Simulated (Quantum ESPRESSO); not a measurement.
Crystal: GaP.

```
Ga P
1.0
     0.00000    2.72525    2.72525
     2.72525    0.00000    2.72525
     2.72525    2.72525    0.00000
Ga P
1 1
Cartesian
  0.0000 0.0000 0.0000
  4.0879 4.0879 4.0879
```

Base run:

```yaml
Program: Quantum ESPRESSO 7.5
Functional: AM05
Potentials_or_basis: PseudoDojo 0.4.1 SR PBE standard
Cutoff: 1088 eV
Density_cutoff: 4354 eV
k_mesh: 6 × 6 × 6, shifted
Occupations: fermi-dirac, width 0.05 eV
Spin: no spin polarisation
```

Its results: pressure -0.1 GPa; electronic dielectric tensor (diagonal) 10.75.

Question: The run is repeated on the same cell with these changes: functional from AM05 to BLYP. What comes out?

Answer: Pressure 6.1 GPa; electronic dielectric tensor (diagonal) 10.49.

BLYP binds less tightly than AM05, so the same cell stands under more pressure.

Caveats: the potentials were made for another functional, which shifts forces and pressure; the cell is more than 3 GPa from zero pressure, which shifts response properties (some runs).
